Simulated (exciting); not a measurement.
# SiO2 (Quartz): the Si L₂,₃ edge from the Bethe–Salpeter equation

How far do the exchange and direct terms reshape the Si L₂,₃ edge of SiO2 (Quartz)?

Method: X-ray absorption, core-level Bethe-Salpeter equation, exchange and statically screened direct term, Tamm-Dancoff, all-electron LAPW+lo PBEsol, in exciting sodium.

### Step 1. The structure

Symmetry: P3_121, No. 152, trigonal system. Conventional cell: a = 4.916 Å, b = 4.916 Å, c = 5.409 Å, α = 90.00°, β = 90.00°, γ = 120.00°. Nearest to Si lie 4 O at 1.61 Å. Nearest to O lie 2 Si at 1.61 Å. Farther neighbours and most contacts between anions are not listed.

Structure file:

```cif
data_structure
_symmetry_space_group_name_H-M 'P3_121'
_symmetry_Int_Tables_number 152
_cell_length_a 4.9158
_cell_length_b 4.9158
_cell_length_c 5.4091
_cell_angle_alpha 90.000
_cell_angle_beta 90.000
_cell_angle_gamma 120.000
_cell_volume 113.20
loop_
_atom_site_label
_atom_site_type_symbol
_atom_site_symmetry_multiplicity
_atom_site_Wyckoff_symbol
_atom_site_fract_x
_atom_site_fract_y
_atom_site_fract_z
_atom_site_occupancy
Si1 Si 3 a 0.46970 0.46970 0.00000 1
O1 O 6 c 0.85380 0.26800 0.45233 1
```

Differences between curves are given as r.m.s. difference over r.m.s. height.

### Step 2. The self-consistent potential

The species files are the program's own, with muffin-tin radii set in the input.

Input file input.xml:

```
<input>
  <title>SiO2</title>
  <structure speciespath="." autormt="false" epslat="1.0e-5">
    <crystal>
      <basevect>9.2895156817 0.0000000000 0.0000000000</basevect>
      <basevect>-4.6447578409 8.0449565692 0.0000000000</basevect>
      <basevect>0.0000000000 0.0000000000 10.2217175788</basevect>
    </crystal>
    <species speciesfile="Si.xml" rmt="1.708">
      <atom coord="0.4697000000 0.4697000000 0.0000000000"/>
      <atom coord="0.0000000000 0.5303000000 0.6666666667"/>
      <atom coord="0.5303000000 0.0000000000 0.3333333333"/>
    </species>
    <species speciesfile="O.xml" rmt="1.238">
      <atom coord="0.8538000000 0.2680000000 0.4523333333"/>
      <atom coord="0.7320000000 0.5858000000 0.7856666667"/>
      <atom coord="0.4142000000 0.1462000000 0.1190000000"/>
      <atom coord="0.2680000000 0.8538000000 0.5476666667"/>
      <atom coord="0.5858000000 0.7320000000 0.2143333333"/>
      <atom coord="0.1462000000 0.4142000000 0.8810000000"/>
    </species>
  </structure>
  <groundstate do="fromscratch" xctype="GGA_PBE_SOL" ngridk="3 3 3" rgkmax="6.5" gmaxvr="14" nempty="8" swidth="0.001" maxscl="100" epsengy="1e-5"/>
</input>
```

Run with:

```sh
> OMP_NUM_THREADS=1 mpirun -n 4 exciting
```

The log of the run:

```text
EXCITING SODIUM started
********************************************************************************
* Ground-state run starting from atomic densities                              *
********************************************************************************
+ Starting initialization                                                      +
 Lattice vectors (cartesian) :
      9.2895156817      0.0000000000      0.0000000000
     -4.6447578409      8.0449565692      0.0000000000
      0.0000000000      0.0000000000     10.2217175788
 Reciprocal lattice vectors (cartesian) :
      0.6763738307      0.3905046132     -0.0000000000
      0.0000000000      0.7810092265      0.0000000000
      0.0000000000     -0.0000000000      0.6146897778
 Unit cell volume                           :     763.9072882326
 Brillouin zone volume                      :       0.3247124583
 Species :    1 (Si)
     parameters loaded from                 :    Si.xml
     name                                   :    silicon
     nuclear charge                         :     -14.00000000
     electronic charge                      :      14.00000000
     atomic mass                            :   51196.73454000
     muffin-tin radius                      :       1.70800000
     # of radial points in muffin-tin       :     300
     atomic positions (lattice) :
       1 :   0.00000000  0.00000000  0.00000000
       2 :   0.53030000  0.06060000  0.66666667
       3 :   0.06060000  0.53030000  0.33333333
 Species :    2 (O)
     parameters loaded from                 :    O.xml
     name                                   :    oxygen
     nuclear charge                         :      -8.00000000
     electronic charge                      :       8.00000000
     atomic mass                            :   29165.12203000
     muffin-tin radius                      :       1.23800000
     # of radial points in muffin-tin       :     250
     atomic positions (lattice) :
       1 :   0.38410000  0.79830000  0.45233333
       2 :   0.26230000  0.11610000  0.78566667
       3 :   0.94450000  0.67650000  0.11900000
       4 :   0.79830000  0.38410000  0.54766667
       5 :   0.11610000  0.26230000  0.21433333
       6 :   0.67650000  0.94450000  0.88100000
 Total number of atoms per unit cell        :       9
 Spin treatment                             :    spin-unpolarised
 Number of Bravais lattice symmetries       :      24
 Number of crystal symmetries               :       6
 k-point grid                               :       3    3    3
 Total number of k-points                   :       9
 k-point set is reduced with crystal symmetries
 R^MT_min * |G+k|_max (rgkmax)              :       6.50000000
 Species with R^MT_min                      :       2 (O)
 Maximum |G+k| for APW functions            :       5.25040388
 Maximum |G| for potential and density      :      14.00000000
 G-vector grid sizes                        :      45    45    48
 Total number of G-vectors                  :   35343
 Maximum angular momentum used for
     APW functions                          :       8
     computing H and O matrix elements      :       8
     potential and density                  :       8
     inner part of muffin-tin               :       2
 Total nuclear charge                       :     -90.00000000
 Total electronic charge                    :      90.00000000
 Total core charge                          :      42.00000000
 Total valence charge                       :      48.00000000
 Number of empty states                     :       8
 Total number of valence states             :      33
 Maximum Hamiltonian size                   :    1914
 Maximum number of plane-waves              :    1878
 Total number of local-orbitals             :      36
 Exchange-correlation type                  :      22
     PBEsol, Phys. Rev. Lett. 100, 136406 (2008)
     Generalised gradient approximation (GGA)
 Smearing scheme                            :    Gaussian
 Smearing width                             :       0.00100000
 Using multisecant Broyden potential mixing
+ Ending initialization                                                        +
********************************************************************************
* Groundstate module started                                                   *
********************************************************************************
 Output level for this task is set to normal
+ Self-consistent loop started                                                 +
 Density and potential initialised from atomic data
+ SCF iteration number :    1                                                  +
 Total energy                               :     -1334.34199597
 _______________________________________________________________
 Fermi energy                               :         0.08501513
 Kinetic energy                             :      1314.27250924
 Coulomb energy                             :     -2535.73662413
 Exchange energy                            :      -109.02314767
 Correlation energy                         :        -3.85473342
 DOS at Fermi energy (states/Ha/cell)       :         0.00000000
 Electron charges :
     core                                   :        42.00000000
     core leakage                           :         0.05256531
     valence                                :        48.00000000
     interstitial                           :        18.32491903
     charge in muffin-tin spheres :
                  atom     1    Si          :        11.08270703
                  atom     2    Si          :        11.08270703
                  atom     3    Si          :        11.08270703
                  atom     4     O          :         6.40449331
                  atom     5     O          :         6.40449331
                  atom     6     O          :         6.40449331
                  atom     7     O          :         6.40449331
                  atom     8     O          :         6.40449331
                  atom     9     O          :         6.40449331
     total charge in muffin-tins            :        71.67508097
     total charge                           :        90.00000000
 Estimated fundamental gap                  :         0.29136336
        valence-band maximum at    3      0.3333  0.3333  0.0000
     conduction-band minimum at    1      0.0000  0.0000  0.0000
[... further iterations ...]
| Convergence targets achieved. Performing final SCF iteration                 +
 Total energy                               :     -1319.09477229
 _______________________________________________________________
 Fermi energy                               :         0.16052594
 Kinetic energy                             :      1320.10900586
 Coulomb energy                             :     -2527.90657994
 Exchange energy                            :      -107.43749828
 Correlation energy                         :        -3.85969993
 DOS at Fermi energy (states/Ha/cell)       :         0.00000000
 Electron charges :
     core                                   :        42.00000000
     core leakage                           :         0.04994051
     valence                                :        48.00000000
     interstitial                           :        20.27472015
     charge in muffin-tin spheres :
                  atom     1    Si          :        11.28245931
                  atom     2    Si          :        11.28245931
                  atom     3    Si          :        11.28245931
                  atom     4     O          :         5.97965032
                  atom     5     O          :         5.97965032
                  atom     6     O          :         5.97965032
                  atom     7     O          :         5.97965032
                  atom     8     O          :         5.97965032
                  atom     9     O          :         5.97965032
     total charge in muffin-tins            :        69.72527985
     total charge                           :        90.00000000
 Estimated fundamental gap                  :         0.21621932
        valence-band maximum at    3      0.3333  0.3333  0.0000
     conduction-band minimum at    1      0.0000  0.0000  0.0000
+ Self-consistent loop stopped                                                 +
 STATE.OUT is written
********************************************************************************
* Groundstate module stopped                                                   *
********************************************************************************
 Total time spent (seconds)                 :       445.84
| EXCITING SODIUM stopped                                                      =
```

Wall time 7.5 min (4 MPI ranks of Arm Neoverse V1, shared host).

The mesh shows a gap of 5.88 eV. Core levels (Dirac, from the valence top):

```csv
atom,level,energy (eV)
Si,1s1/2,-1774.9
Si,2s1/2,-131.7
Si,2p1/2,-88.5
Si,2p3/2,-87.8
O,1s1/2,-501.8
```

### Step 3. A richer basis for the empty states

Each species file gets more local orbitals, built from u and its energy derivative at 0.15 Ha and u at 0.9 Ha.

input.xml is that of step 2.

Input file SPECIES.xml, added lines:

```
<lo l="L">  <!-- L = 0, 1, 2 -->
  <wf matchingOrder="0" trialEnergy="0.1500" searchE="false"/>
  <wf matchingOrder="1" trialEnergy="0.1500" searchE="false"/>
  <wf matchingOrder="0" trialEnergy="0.9000" searchE="false"/>
</lo>
```

Run with:

```sh
> OMP_NUM_THREADS=1 mpirun -n 4 exciting
```

The log of the run:

```text
EXCITING SODIUM started
********************************************************************************
* Ground-state run starting from atomic densities                              *
********************************************************************************
+ Starting initialization                                                      +
[... lattice and species ...]
 Spin treatment                             :    spin-unpolarised
 Number of Bravais lattice symmetries       :      24
[...]
valence-band maximum at    4      0.6667  0.6667  0.0000
     conduction-band minimum at    1      0.0000  0.0000  0.0000
+ Self-consistent loop stopped                                                 +
 STATE.OUT is written
********************************************************************************
* Groundstate module stopped                                                   *
********************************************************************************
 Total time spent (seconds)                 :       437.32
| EXCITING SODIUM stopped                                                      =
[key lines of the parts left out:]
Total energy                               :     -1319.09781104
Fermi energy                               :         0.16089186
```

The job ended after 7.3 min (4 MPI ranks).

Against the first ground state the total energy moves by -9 meV an atom and the gap by 0.00 eV.

(Continued in part 2 of 3.)

[Banner, clock and machine lines of the logs are left out without a mark of their own.]

[Logs are printed without paths, hosts, clocks, repeated set-up lines and the standing remarks that a program may print on its own settings, such as how far it seeks lower states.]

[Hosts, paths, dates, database ids (printed as entryN), source tags and the programs' standing remarks are cut or masked in the printed files.]
